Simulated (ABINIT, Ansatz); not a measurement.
# RbCl (Fm-3m): G0W0 on several meshes in ABINIT, part 2 of 2

Aim: the GW shift of RbCl (Fm-3m) against the k mesh.

ABINIT 10.8.3; LDA and many-body steps on it, plane waves. Known limits of the many-body steps: not at the basis limit; no spin-orbit coupling.

So far. Step 4 (4×4×4): The gap on the mesh goes from 4.59 eV to 7.74 eV, a correction of +3.15 eV. Step 5 (Empty states on the mesh, 6×6×6 mesh, 147 bands): On this mesh the gap is 4.595 eV.

The database entry behind the starting cell differs from later determinations by our own check (about 0.5 % short), so it need not match the best structure at ambient conditions.

## Step 6: Screening, 6×6×6 mesh, 139 bands, screening to 141.5 eV

This step: RPA screening on LDA, plane waves, norm-conserving pseudopotentials.

run.abi

```
acell 3*1.0 Angstrom
rprim 
  -0.000000000000 3.274000000000 3.274000000000
  3.274000000000 0.000000000000 3.274000000000
  3.274000000000 3.274000000000 -0.000000000000
ntypat 2
znucl 37 17
natom 2
typat 1 2
xred 
  0.000000000000 0.000000000000 0.000000000000
  0.500000000000 0.500000000000 0.500000000000
pp_dirpath "pseudos"
pseudos "Rb.upf, Cl.upf"
ecut 24
ngkpt 6 6 6
nshiftk 1
shiftk 0 0 0
kptopt 1
chksymbreak 0
istwfk *1
occopt 1
irdwfk 1
optdriver 3
nband 139
ecuteps 5.2
inclvkb 2
awtr 1
symchi 1
indata_prefix "in"
outdata_prefix "out"
tmpdata_prefix "tmp"
```

Launch:

```console
OMP_NUM_THREADS=1 mpirun -n 4 abinit run.abi > log
```

Log:

```text
.Version 10.8.3 of ABINIT. v10.8.2 released Aug 2026.

 Symmetries : space group Fm -3 m (#225); Bravais cF (face-center cubic)
[... echo of the input left out ...]
== DATASET  1 ==================================================================
-   mpi_nproc: 4, omp_nthreads: 1 (-1 if OMP is not activated)

--- !DatasetInfo
iteration_state: {dtset: 1, }
dimensions: {natom: 2, nkpt: 16, mband: 139, nsppol: 1, nspinor: 1, nspden: 1, mpw: 2698, }
cutoff_energies: {ecut:  24.0, pawecutdg:  -1.0, }
electrons: {nelect:   1.60000000E+01, charge:   0.00000000E+00, occopt:   1.00000000E+00, tsmear:   1.00000000E-02, }

 SCREENING: Calculation of the susceptibility and dielectric matrices

 Based on a program developped by R.W. Godby, V. Olevano, G. Onida, and L. Reining.
 Incorporated in ABINIT by V. Olevano, G.-M. Rignanese, and M. Torrent.
.Using double precision arithmetic ; gwpc =  8

[... cell and pseudopotentials left out ...]
--------------------------------------------------------------------------------

 ==== K-mesh for the wavefunctions ====
 Number of points in the irreducible wedge :    16
[... list of points left out ...]
 Together with 48 symmetry operations and time-reversal symmetry
 yields   216 points in the full Brillouin Zone.

 ==== Q-mesh for the screening function ====
 Number of points in the irreducible wedge :    16
[... list of points left out ...]
 Together with 48 symmetry operations and time-reversal symmetry
 yields   216 points in the full Brillouin Zone.

 setmesh: FFT mesh size selected  =    30x   30x   30
          total number of points  =        27000

 vcoul_init : cutoff-mode = AUXILIARY_FUNCTION
 q-points for optical limit:   1
     1)      0.000010    0.000020    0.000030

- screening: taking advantage of time-reversal symmetry
- Maximum band index for partially occupied states nbvw = 8
- Remaining bands to be divided among processors   nbcw = 131
- Number of bands treated by each node ~32

 Number of electrons calculated from density =   16.0000; Expected =   16.0000
 average of density, n =  0.033780
 r_s =    1.9190
 omega_plasma =   17.7290 [eV]

 calculating chi0 at frequencies [eV] :
  1    0.000000E+00    0.000000E+00
  2    0.000000E+00    1.772900E+01

--------------------------------------------------------------------------------
  q-point number  1        q = ( 0.000000, 0.000000, 0.000000) [r.l.u.]
--------------------------------------------------------------------------------
[... chi0 elements left out ...]
 For q-point:  0.000010 0.000020 0.000030
  dielectric constant =   2.3027
  dielectric constant without local fields =   2.7286

  Average fulfillment of the sum rule on Im[epsilon] for q-point    1 :     82.01  [%]
[... wings left out ...]
  q-point number  2        q = ( 0.166667, 0.000000, 0.000000) [r.l.u.]
--------------------------------------------------------------------------------
[... chi0 elements left out ...]
  Average fulfillment of the sum rule on Im[epsilon] for q-point    2 :     90.01  [%]

 [... 14 further q-points ...]
```

Wall time 2.7 min (4 MPI ranks of Arm Neoverse V2, shared host); peak memory 1.6 GiB; 11 min of CPU time.

Numbers from this step:

* ε∞ with local fields, on this mesh, along the program's q direction: 2.303
* the same without local fields: 2.729
* plasma frequency: 17.73 eV
* plane waves in the screening matrix: 283

## Step 7: 6×6×6

This step: G0W0 on LDA, plane waves, norm-conserving pseudopotentials.

Changes to run.abi since step 6:

```diff
@@ -23,8 +23,15 @@
 irdwfk 1
-optdriver 3
+optdriver 4
 nband 139
+gwcalctyp 0
+ecutsigx 24
+symsigma 1
+nkptgw 1
+kptgw 
+  0.0000000000 0.0000000000 0.0000000000
+bdgw 
+  6 12
 ecuteps 5.2
-inclvkb 2
-awtr 1
-symchi 1
+irdscr 1
+ppmodel 1
 indata_prefix "in"
```

Log:

```text
.Version 10.8.3 of ABINIT. v10.8.2 released Aug 2026.

 Symmetries : space group Fm -3 m (#225); Bravais cF (face-center cubic)
[... echo of the input left out ...]
== DATASET  1 ==================================================================
-   mpi_nproc: 4, omp_nthreads: 1 (-1 if OMP is not activated)

--- !DatasetInfo
iteration_state: {dtset: 1, }
dimensions: {natom: 2, nkpt: 16, mband: 139, nsppol: 1, nspinor: 1, nspden: 1, mpw: 2698, }
cutoff_energies: {ecut:  24.0, pawecutdg:  -1.0, }
electrons: {nelect:   1.60000000E+01, charge:   0.00000000E+00, occopt:   1.00000000E+00, tsmear:   1.00000000E-02, }

 SIGMA: Calculation of the GW corrections

 Based on a program developped by R.W. Godby, V. Olevano, G. Onida, and L. Reining.
 Incorporated in ABINIT by V. Olevano, G.-M. Rignanese, and M. Torrent.
.Using double precision arithmetic ; gwpc =  8

[... cell and pseudopotentials left out ...]
--------------------------------------------------------------------------------

 ==== K-mesh for the wavefunctions ====
 Number of points in the irreducible wedge :    16
[... list of points left out ...]
 Together with 48 symmetry operations and time-reversal symmetry
 yields   216 points in the full Brillouin Zone.

 ==== Q-mesh for screening function ====
 Number of points in the irreducible wedge :    16
[... list of points left out ...]
 Together with 48 symmetry operations and time-reversal symmetry
 yields   216 points in the full Brillouin Zone.

 vcoul_init : cutoff-mode = AUXILIARY_FUNCTION
 q-points for optical limit:   1
     1)      0.000010    0.000020    0.000030
 setmesh: FFT mesh size selected  =    40x   40x   40
          total number of points  =        64000

 Number of electrons calculated from density =   16.0000; Expected =   16.0000
[...]
number of q-points in BZ                          216
 number of frequencies for dSigma/dE                 9
 frequency step for dSigma/dE [eV]                0.25
 number of omega for Sigma on real axis              0
 max omega for Sigma on real axis  [eV]           0.00
 zcut for avoiding poles [eV]                     0.10

 EPSILON^-1 parameters (SCR file):
 dimension of the eps^-1 matrix on file            283
 dimension of the eps^-1 matrix used               283
 number of plane-waves for wavefunctions          2685
 number of bands                                   139
 number of q-points in IBZ                          16
 number of frequencies                               2
 number of real frequencies                          1
 number of imag frequencies                          1

 matrix elements of self-energy operator (all in [eV])

 Perturbative Calculation

--- !SelfEnergy_ee
iteration_state: {dtset: 1, }
kpoint     : [   0.000,    0.000,    0.000, ]
spin       : 1
KS_gap     :    4.595
QP_gap     :    7.756
Delta_QP_KS:    3.161
data: !SigmaeeData |
     Band     E0 <VxcDFT>   SigX SigC(E0)      Z dSigC/dE  Sig(E)    E-E0       E
        6  -1.612 -13.897 -18.520   2.063   0.799  -0.251 -15.943  -2.046  -3.658
        7  -1.612 -13.897 -18.520   2.063   0.799  -0.251 -15.943  -2.046  -3.658
        8  -1.612 -13.897 -18.520   2.063   0.799  -0.251 -15.943  -2.046  -3.658
        9   2.983  -7.316  -3.172  -2.860   0.869  -0.150  -6.200   1.116   4.098
       10   6.105  -8.154  -3.412  -2.936   0.866  -0.154  -6.589   1.565   7.671
       11   6.105  -8.154  -3.412  -2.936   0.866  -0.154  -6.589   1.565   7.671
       12   6.105  -8.154  -3.412  -2.936   0.866  -0.154  -6.589   1.565   7.671

== END DATASET(S) ==============================================================
================================================================================

 -outvars: echo values of variables after computation  --------
           etotal      0.0000000000E+00
            nband         139
             nkpt          16
          spgroup         225
 [... the other variables as echoed above ...]

 Calculation completed.
```

Run time: 15 s. Hardware: 4 MPI ranks; peak memory 1.6 GiB; 59 s of CPU time.

Numbers from this step:

| Quantity | Value |
| --- | --- |
| G0W0 gap on the points computed | 7.756 eV |
| starting gap on the mesh | 4.595 eV |
| k of the valence top | 0, 0, 0 |
| k of the conduction bottom | 0, 0, 0 |
| Z at the valence top | 0.799 |
| Z at the conduction bottom | 0.869 |
| least direct G0W0 gap on the computed points | 7.756 eV |

Against G0W0 in ABINIT (4×4×4 mesh, 139 bands, screening to 141.5 eV, Godby-Needs plasmon pole), the gap moves by +0.013 eV.

## Step 8: The runs together

Times are wall times on 4 MPI ranks of Arm Neoverse V2, shared host, good to a factor of about two. A run's time includes the screening step that it read.

```tsv
run	mesh	bands	screening cutoff (eV)	DFT gap (eV)	gap on the mesh (eV)	direct (eV)	ε∞ used	time
4×4×4	4×4×4	139	141.5	4.595	7.743	7.743	2.31	32 s
6×6×6	6×6×6	139	141.5	4.595	7.756	7.756	2.30	2.9 min
```

## Step 9: Summary of results

| Property | Result |
| --- | --- |
| 4×4×4 | 7.743 eV |
| 6×6×6 | 7.756 eV |
| known limits | not at the basis limit; no spin-orbit coupling |

In words: 6×6×6: +0.013 eV against 4×4×4. Bands and cutoff are finite, so the gap is not at the basis limit. The miss can reach some tenths of an eV and take either sign; the mesh is an error of its own. In the G0W0 runs levels were corrected at 1 k point alone, so a gap called «on the mesh» is the least over those, and an edge elsewhere would be missed. The many-body steps are scalar-relativistic: spin-orbit coupling is not in them.

[Paths, hosts, dates, memory and timing lines, banners, echoed tables and standing remarks are left out of the program output.]

[Logs are printed without paths, hosts, clocks, repeated set-up lines and the standing remarks that a program may print on its own settings, such as how far it seeks lower states.]

[Runs of the session that timed out or met a known fault of the program may be left out.]

[Hosts, paths, dates, database ids (printed as entryN), source tags and the programs' standing remarks are cut or masked in the printed files.]

[G0W0 gaps are taken among the corrected bands and points alone; a level outside them can change the order at an edge.]

[Where Ansatz stands beside ABINIT at settings called matched, ABINIT's density can come from a denser mesh and the files from another edition; pairs whose starting gaps differed by over 0.03 eV were left out, so agreement reads better than it is.]
